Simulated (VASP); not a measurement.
# Pd (Fm-3m) in VASP: a series of runs

One crystal, Pd, is run at these levels: PBEsol, RPBE; tasks: relaxation of cell and atoms, single point.

All numbers are computed with VASP 6.6.1; they aren't measurements. Logs are shortened: lines on timing, memory, paths and dates and some standing lists are left out, and cuts for length are marked.

### Step 1. Starting point

It takes space group Fm-3m (No. 225, cubic). Conventional cell: a = 3.917 Å, b = 3.917 Å, c = 3.917 Å, α = 90.00°, β = 90.00°, γ = 90.00°. Pd (site symmetry m-3m) is surrounded by 12 Pd at 2.77 Å.

### Step 2. Relaxation of cell and atoms, PBEsol

File INCAR:

```
ALGO = Normal ; EDIFF = 1E-7
EDIFFG = -0.005 ; ENCUT = 600
GGA = PS ; IBRION = 2
ISIF = 3 ; ISMEAR = 0
LASPH = True ; LCHARG = False
LREAL = False ; LWAVE = False
NELM = 60 ; NSW = 90
PREC = Accurate ; SIGMA = 0.1
```

File KPOINTS:

```
k-points
0
Gamma
  6 6 6
```

File POSCAR:

```
Pd
1.0
    0.0000000000      1.9586507900      1.9586507900
    1.9586507900      0.0000000000      1.9586507900
    1.9586507900      1.9586507900      0.0000000000
Pd
1
Direct
    0.0000000000      0.0000000000      0.0000000000
```

Potentials or basis: VASP PAW PBE potentials, release 64 (Pd).

Command:

```sh
> cat potpaw_PBE.64/Pd/POTCAR > POTCAR
> mpirun -np 1 vasp_std > vasp.out
```

OUTCAR:

```text
EDIFF = 1E-7
   EDIFFG = -0.005
   ENCUT = 600
   GGA = PS
   IBRION = 2
   ISIF = 3
   ISMEAR = 0
   LASPH = True
   LREAL = False
   NELM = 60
   NSW = 90
   PREC = Accurate

 ion  position               nearest neighbor table
   1  0.000  0.000  0.000-

  LATTYP: Found a face centered cubic cell.
 ALAT       =     3.9173015800

  Lattice vectors:

 A1 = (   0.0000000000,   1.9586507900,   1.9586507900)
 A2 = (   1.9586507900,   0.0000000000,   1.9586507900)
 A3 = (   1.9586507900,   1.9586507900,   0.0000000000)

Analysis of symmetry for initial positions (statically):
=====================================================================
 Subroutine PRICEL returns:
 Original cell was already a primitive cell.

 Routine SETGRP: Setting up the symmetry group for a
 face centered cubic supercell.

 Subroutine GETGRP returns: Found 48 space group operations
 (whereof 48 operations were pure point group operations)
 out of a pool of 48 trial point group operations.

The static configuration has the point symmetry O_h .

Analysis of symmetry for dynamics (positions and initial velocities):
=====================================================================
 Subroutine PRICEL returns:
 Original cell was already a primitive cell.

 Routine SETGRP: Setting up the symmetry group for a
 face centered cubic supercell.

 Subroutine GETGRP returns: Found 48 space group operations
 (whereof 48 operations were pure point group operations)
 out of a pool of 48 trial point group operations.

The dynamic configuration has the point symmetry O_h .

 Subroutine INISYM returns: Found 48 space group operations
 (whereof 48 operations are pure point group operations),
 and found     1 'primitive' translations

----------------------------------------------------------------------------------------

                                     Primitive cell

  volume of cell :      15.0280

  direct lattice vectors                    reciprocal lattice vectors
     0.000000000  1.958650790  1.958650790    -0.255277767  0.255277767  0.255277767
     1.958650790  0.000000000  1.958650790     0.255277767 -0.255277767  0.255277767
     1.958650790  1.958650790  0.000000000     0.255277767  0.255277767 -0.255277767

  length of vectors
     2.769950511  2.769950511  2.769950511     0.442154062  0.442154062  0.442154062

  position of ions in fractional coordinates (direct lattice)
     0.000000000  0.000000000  0.000000000

  ion indices of the primitive-cell ions
   primitive index   ion index
                 1           1
[... 76 lines left out ...]
   EMIN   =  10.00;   EMAX   =-10.00  energy-range for DOS
   EFERMI =   0.00;   METHOD = LEGACY
   ISMEAR =     0;   SIGMA  =   0.10  broadening in eV -4-tet -1-fermi 0-gaus
   EFERMI_NEDOS =   21; number of points for ismear=-14 and -15
   IALGO  =     38    algorithm
   IMIX   =      4    mixing-type and parameters
     AMIX     =   0.40;   BMIX     =  1.00
     AMIX_MAG =   1.60;   BMIX_MAG =  1.00
  volume/ion in A,a.u.               =      15.03       101.41
  Fermi-wavevector in a.u.,A,eV,Ry     =   1.429249  2.700889 27.793328  2.042752
  Thomas-Fermi vector in A             =   2.549223
   LORBIT       =      0    0 simple, 1 ext, 2 COOP (PROOUT), +10 PAW based schemes
   GGA     = PS    functional components
   LHFCALC =     F    Hartree Fock is set to
   AEXX    =    0.0000 exact exchange contribution
   IVDW    =     0    specifies the selected vdW correction
   LEPSILON=     F    determine dielectric tensor
   LRPA    =     F    only Hartree local field effects (RPA)
 conjugate gradient relaxation of ions
 non-spin polarized calculation
 Gauss-broadening in eV      SIGMA  =   0.10
  energy-cutoff  :      600.00
  volume of cell :       15.03
 maximum number of plane-waves:       531
 NGX is ok and might be reduce to    24
   NGX = 11   NGY = 11   NGZ = 11

--------------------------------------- Ionic step        1  -------------------------------------------

 number of electron      10.0000000 magnetization

 number of electron       9.9999999 magnetization

 Free energy of the ion-electron system (eV)
  ---------------------------------------------------
  ext. energy  EPLUGINS =         0.00000000
  ---------------------------------------------------
  free energy    TOTEN  =        -5.96994381 eV

  energy without entropy =       -5.95760261  energy(sigma->0) =       -5.96377321

------------------------ aborting loop because EDIFF is reached ----------------------------------------

  FORCE on cell =-STRESS in cart. coord.  units (eV):
  Direction    XX          YY          ZZ          XY          YZ          ZX
  --------------------------------------------------------------------------------------
  -------------------------------------------------------------------------------------
  Total       -0.7253327     -0.7253327     -0.7253327      0.0000000      0.0000000      0.0000000
  in kB      -77.3297837    -77.3297837    -77.3297837      0.0000000      0.0000000      0.0000000
  external PRESSURE =     -77.3297837 kB  Pullay stress =       0.0000000 kB
[... 22 lines left out ...]
--------------------------------------- Ionic step        2  -------------------------------------------

 number of electron      10.0000000 magnetization

 E-fermi :  11.1130     XC(G=0): -13.9471

 val. band max:       11.1052081055   @ k =   0.5000   0.0000   0.0000
 cond. band min:      11.1554089753   @ k =   0.5000   0.1667   0.0000
 fundamental gap:      0.0502008698
 Fermi energy:        11.1130065572

 k-point     1 :       0.0000    0.0000    0.0000
  band No.  band energies     occupation
      1       3.2408      2.00000
      2       7.8426      2.00000
      3       7.8426      2.00000
      4       7.8426      2.00000
      5       9.7157      2.00000
      6       9.7157      2.00000
      7      28.3274      0.00000
      8      33.6026      0.00000
      9      33.6026      0.00000
[... 247 lines left out ...]
--------------------------------------- Ionic step        4  -------------------------------------------

 number of electron      10.0000001 magnetization

 Free energy of the ion-electron system (eV)
  ---------------------------------------------------
  ext. energy  EPLUGINS =         0.00000000
  ---------------------------------------------------
  free energy    TOTEN  =        -5.98510393 eV

  energy without entropy =       -5.97365476  energy(sigma->0) =       -5.97937935

 E-fermi :   9.9066     XC(G=0): -13.5315

 val. band max:        9.8997144664   @ k =   0.5000   0.0000   0.0000
 cond. band min:       9.9442769231   @ k =   0.5000   0.1667   0.0000
 fundamental gap:      0.0445624567
 Fermi energy:         9.9066163898

 k-point     1 :       0.0000    0.0000    0.0000
  band No.  band energies     occupation
      1       2.5868      2.00000
      2       6.9744      2.00000
      3       6.9744      2.00000
      4       6.9744      2.00000
      5       8.6562      2.00000
      6       8.6562      2.00000
      7      27.1463      0.00000
      8      32.0367      0.00000
      9      32.0367      0.00000
[... 206 lines left out ...]
  FREE ENERGIE OF THE ION-ELECTRON SYSTEM (eV)
  ---------------------------------------------------
  free  energy   TOTEN  =        -5.9851039294 eV

  energy  without entropy=       -5.9736547648  energy(sigma->0) =       -5.97937935

 reached required accuracy - stopping structural energy minimisation
```

OSZICAR:

```text
N       E                     dE             d eps       ncg     rms          rms(c)
DAV:   1     0.434341908147E+02    0.43434E+02   -0.57667E+03   288   0.118E+03
DAV:   2    -0.591847806167E+01   -0.49353E+02   -0.48172E+02   304   0.207E+02
DAV:   3    -0.638925407595E+01   -0.47078E+00   -0.47045E+00   301   0.236E+01
[... 30 lines left out ...]
DAV:   1    -0.598517732838E+01   -0.78890E-04   -0.15531E-03   290   0.457E-01    0.575E-02
DAV:   2    -0.598510438441E+01    0.72944E-04   -0.31050E-04   289   0.170E-01    0.149E-02
DAV:   3    -0.598510336005E+01    0.10244E-05   -0.62113E-06   351   0.214E-02    0.860E-03
DAV:   4    -0.598510393413E+01   -0.57408E-06   -0.80549E-07   328   0.770E-03    0.491E-04
DAV:   5    -0.598510392944E+01    0.46994E-08   -0.71815E-09   151   0.855E-04
   4 F= -.59851039E+01 E0= -.59793793E+01  d E =-.151601E-01
```

Run time: 9.4 s. Hardware: 1 thread of Intel Xeon 6975P-C (Granite Rapids), shared host; peak memory 0.13 GiB.

What came out:

| Property | Result |
| --- | --- |
| Free energy | -5.9851 eV |
| Relaxed volume | 14.43 Å³/atom |
| Relaxed cell | a = 2.732 Å, b = 2.732 Å, c = 2.732 Å, α = 60.00°, β = 60.00°, γ = 60.00° |
| Space group after relaxing (to 0.05 Å) | Fm-3m (No. 225) |
| Energy gained by relaxing | 15.2 meV/atom |
| Ionic steps | 4 |
| Pressure after relaxing | 0.0 GPa |
| Band gap on the k mesh | none (metal or under the smearing width) |

The path:
```
step  energy change (eV)  largest force (eV/Å)  pressure (GPa)  volume (Å³)
   1              0.0000                0.0000           -7.73        15.03
   2              0.0297                0.0000           16.76        13.50
   3             -0.0152                0.0000           -0.16        14.44
   4             -0.0152                0.0000            0.01        14.43
```

Final structure:
```
Pd
1.0
     0.00000    1.93214    1.93214
     1.93214    0.00000    1.93214
     1.93214    1.93214    0.00000
Pd
1
Direct
  0.00000 0.00000 0.00000
```

Caveat: the k mesh is coarse (spacing up to 0.46 Å⁻¹), so the values aren't converged; the PAW data sets were made with another functional, which shifts forces and pressure a little.

### Step 3. Single point, PBEsol

File INCAR:

```
ALGO = Normal ; EDIFF = 1E-6
ENCUT = 520 ; GGA = PS
ISIF = 2 ; ISMEAR = 0
LASPH = True ; LCHARG = False
LREAL = False ; LWAVE = False
NBANDS = 11 ; NELM = 60
PREC = Accurate ; SIGMA = 0.1
```

File KPOINTS:

```
k-points
0
Gamma
  18 18 18
```

POSCAR is that of step 2.

Potentials or basis: VASP PAW PBE potentials, release 64 (Pd).

Command:

```sh
> cat potpaw_PBE.64/Pd/POTCAR > POTCAR
> mpirun -np 1 vasp_std > vasp.out
```

It took 13 s on 1 thread of Intel Xeon 6975P-C (Granite Rapids), shared host; peak memory 0.16 GiB.

Results (log left out):

```yaml
Free_energy: -5.9594 eV
Pressure: -6.4 GPa
Band_gap_on_the_k_mesh: none (metal or under the smearing width)
```

Levels at points of the mesh, in eV from the Fermi level:
```csv
k point,band 3,band 4,band 5,band 6,band 7,band 8
"(0.00, 0.00, 0.00)",-2.77,-2.77,-1.19,-1.19,17.12,21.78
"(0.50, 0.00, 0.00)",-2.81,-0.02,-0.02,0.96,7.12,16.47
"(0.50, 0.50, 0.00)",-0.04,0.28,0.28,3.25,10.52,13.01
```

Caveat: the PAW data sets were made with another functional, which shifts forces and pressure a little.

### Step 4. Relaxation of cell and atoms, PBEsol

File INCAR:

```
ALGO = Normal ; EDIFF = 1E-7
EDIFFG = -0.005 ; ENCUT = 580
GGA = PS ; IBRION = 2
ISIF = 3 ; ISMEAR = 0
LASPH = True ; LCHARG = False
LREAL = False ; LWAVE = False
NELM = 60 ; NSW = 90
PREC = Accurate ; SIGMA = 0.1
```

KPOINTS is that of step 3.

POSCAR is that of step 3.

Command:

```sh
> cat potpaw_PBE.64/Pd/POTCAR > POTCAR
> mpirun -np 1 vasp_std > vasp.out
```

Wall time 34 s (1 thread of Intel Xeon 6975P-C (Granite Rapids), shared host); peak memory 0.17 GiB.

The run converged. Its results:

- Free energy: -5.9703 eV
- Relaxed volume: 14.52 Å³/atom
- Relaxed cell: a = 2.738 Å, b = 2.738 Å, c = 2.738 Å, α = 60.00°, β = 60.00°, γ = 60.00°
- Space group after relaxing (to 0.05 Å): Fm-3m (No. 225)
- Energy gained by relaxing: 10.7 meV/atom
- Ionic steps: 4
- Pressure after relaxing: 0.0 GPa
- Band gap on the k mesh: none (metal or under the smearing width)

Step by step:
```
step  energy change (eV)  largest force (eV/Å)  pressure (GPa)  volume (Å³)
   1              0.0000                0.0000           -6.45        15.03
   2              0.0187                0.0000           13.00        13.75
   3             -0.0107                0.0000           -0.10        14.53
   4             -0.0107                0.0000            0.04        14.52
```

Final structure:
```
Pd
1.0
     0.00000    1.93615    1.93615
     1.93615    0.00000    1.93615
     1.93615    1.93615    0.00000
Pd
1
Cartesian
  0.0000 0.0000 0.0000
```

Levels at points of the mesh, in eV from the Fermi level:
| k point | band 3 | band 4 | band 5 | band 6 | band 7 | band 8 |
| --- | --- | --- | --- | --- | --- | --- |
| (0.00, 0.00, 0.00) | -2.93 | -2.93 | -1.26 | -1.26 | 17.13 | 21.99 |
| (0.50, 0.00, 0.00) | -2.98 | -0.02 | -0.02 | 0.88 | 7.39 | 16.49 |
| (0.50, 0.50, 0.00) | -0.04 | 0.30 | 0.30 | 3.25 | 10.88 | 13.20 |

Caveat: the PAW data sets were made with another functional, which shifts forces and pressure a little.

### Step 5. Relaxation of cell and atoms, PBEsol

Edit INCAR of step 4 so:

```diff
@@ -1,3 +1,3 @@
 ALGO = Normal ; EDIFF = 1E-7
-EDIFFG = -0.005 ; ENCUT = 580
+EDIFFG = -0.005 ; ENCUT = 480
 GGA = PS ; IBRION = 2
```

KPOINTS is that of step 4.

POSCAR is that of step 4.

Command:

```sh
> cat potpaw_PBE.64/Pd/POTCAR > POTCAR
> mpirun -np 1 vasp_std > vasp.out
```

Wall time 25 s (1 thread of Intel Xeon 6975P-C (Granite Rapids), shared host); peak memory 0.14 GiB.

It converged, with:

```
Free energy                            : -5.9695 eV
Relaxed volume                         : 14.52 Å³/atom
Relaxed cell                           : a = 2.739 Å, b = 2.739 Å, c = 2.739 Å, α = 60.00°, β = 60.00°, γ = 60.00°
Space group after relaxing (to 0.05 Å) : Fm-3m (No. 225)
Energy gained by relaxing              : 10.2 meV/atom
Ionic steps                            : 4
Pressure after relaxing                : 0.0 GPa
Band gap on the k mesh                 : none (metal or under the smearing width)
```

The path:
| step | energy change (eV) | largest force (eV/Å) | pressure (GPa) | volume (Å³) |
| --- | --- | --- | --- | --- |
| 1 | 0.0000 | 0.0000 | -6.30 | 15.03 |
| 2 | 0.0172 | 0.0000 | 12.45 | 13.78 |
| 3 | -0.0102 | 0.0000 | -0.10 | 14.53 |
| 4 | -0.0102 | 0.0000 | 0.04 | 14.52 |

Final structure:
```yaml
crystal:
  lattice:
    - [0.00000, 1.93651, 1.93651]
    - [1.93651, 0.00000, 1.93651]
    - [1.93651, 1.93651, 0.00000]
  atoms:
    - { symbol: Pd, position: [0.00000, 0.00000, 0.00000] }
```

Levels at points of the mesh, in eV from the Fermi level:
```csv
k point,band 3,band 4,band 5,band 6,band 7,band 8
"(0.00, 0.00, 0.00)",-2.93,-2.93,-1.25,-1.25,17.13,21.99
"(0.50, 0.00, 0.00)",-2.97,-0.02,-0.02,0.88,7.39,16.49
"(0.50, 0.50, 0.00)",-0.04,0.30,0.30,3.25,10.87,13.19
```

Caveat: the PAW data sets were made with another functional, which shifts forces and pressure a little.

### Step 6. Relaxation of cell and atoms, RPBE

File INCAR:

```
ALGO = Normal ; EDIFF = 1E-7
EDIFFG = -0.005 ; ENCUT = 600
GGA = RP ; IBRION = 2
ISIF = 3 ; ISMEAR = 0
LASPH = True ; LCHARG = False
LREAL = False ; LWAVE = False
NELM = 60 ; NSW = 90
PREC = Accurate ; SIGMA = 0.1
```

KPOINTS is that of step 5.

POSCAR is that of step 5.

Potentials or basis: VASP PAW PBE potentials, release 64 (Pd).

Command:

```sh
> cat potpaw_PBE.64/Pd/POTCAR > POTCAR
> mpirun -np 1 vasp_std > vasp.out
```

Wall time 61 s (1 thread of Intel Xeon 6975P-C (Granite Rapids), shared host); peak memory 0.17 GiB.

The run converged. Its results:

```yaml
Free_energy: -4.6354 eV
Relaxed_volume: 15.72 Å³/atom
Relaxed_cell: a = 2.812 Å, b = 2.812 Å, c = 2.812 Å, α = 60.00°, β = 60.00°, γ = 60.00°
Space_group_after_relaxing_to_0.05_Å: Fm-3m (No. 225)
Energy_gained_by_relaxing: 15.8 meV/atom
Ionic_steps: 15
Pressure_after_relaxing: 0.0 GPa
Band_gap_on_the_k_mesh: none (metal or under the smearing width)
```

Step by step:
| step | energy change (eV) | largest force (eV/Å) | pressure (GPa) | volume (Å³) |
| --- | --- | --- | --- | --- |
| 1 | 0.0000 | 0.0000 | 7.67 | 15.03 |
| 2 | 0.0065 | 0.0000 | -7.23 | 16.65 |
| 3 | -0.0158 | 0.0000 | -0.07 | 15.73 |
| 4 | -0.0158 | 0.0000 | 0.07 | 15.72 |
| 5 | -0.0158 | 0.0000 | 0.07 | 15.72 |
| 6 | -0.0158 | 0.0000 | 0.07 | 15.72 |
| 7 | -0.0158 | 0.0000 | 0.06 | 15.72 |
| 8 | -0.0158 | 0.0000 | 0.06 | 15.72 |
| 9 | -0.0158 | 0.0000 | 0.06 | 15.72 |
| 10 | -0.0158 | 0.0000 | 0.06 | 15.72 |
| 11 | -0.0158 | 0.0000 | 0.06 | 15.72 |
| 12 | -0.0158 | 0.0000 | 0.06 | 15.72 |
| 13 | -0.0158 | 0.0000 | 0.06 | 15.72 |
| 14 | -0.0158 | 0.0000 | 0.06 | 15.72 |
| 15 | -0.0158 | 0.0000 | 0.05 | 15.72 |

Final structure:
```xyz
1
Lattice="0.0000 1.9882 1.9882 1.9882 0.0000 1.9882 1.9882 1.9882 0.0000" Properties=species:S:1:pos:R:3 pbc="T T T"
Pd    0.0000    0.0000    0.0000
```

Levels at points of the mesh, in eV from the Fermi level:
```
           k point  band 1  band 2  band 3  band 4  band 5  band 6  band 7  band 8  band 9
(0.00, 0.00, 0.00)   -6.60   -2.55   -2.55   -2.55   -1.11   -1.11   17.15   21.60   21.60
(0.50, 0.00, 0.00)   -4.79   -2.59   -2.59   -0.03   -0.03    1.20    6.88   16.49   20.54
(0.50, 0.50, 0.00)   -4.85   -4.59   -0.05    0.26    0.26    3.41   10.17   12.92   12.92
```

Caveat: the PAW data sets were made with another functional, which shifts forces and pressure a little.

### Step 7. Summary

| task | level | cell | k mesh | cutoff (eV) | mesh quality | gap on the mesh (eV) | pressure (GPa) | relaxed volume (Å³/atom) |
| --- | --- | --- | --- | --- | --- | --- | --- | --- |
| relaxation of cell and atoms | PBEsol | relaxed | 6 × 6 × 6 | 600 | coarse | none | 0.0 | 14.43 |
| single point | PBEsol | as given | 18 × 18 × 18 | 520 | not flagged | none | -6.4 | - |
| relaxation of cell and atoms | PBEsol | relaxed | 18 × 18 × 18 | 580 | not flagged | none | 0.0 | 14.52 |
| relaxation of cell and atoms | PBEsol | relaxed | 18 × 18 × 18 | 480 | not flagged | none | 0.0 | 14.52 |
| relaxation of cell and atoms | RPBE | relaxed | 18 × 18 × 18 | 600 | not flagged | none | 0.0 | 15.72 |

Alike in all rows: potentials or basis VASP PAW PBE potentials, release 64 (Pd); no spin polarisation; smearing gaussian 0.1 eV.

Caveats: some runs use coarse meshes; the PAW data sets were made with another functional, which shifts forces and pressure a little.

Absolute energies hang on the potentials; compare differences alone.
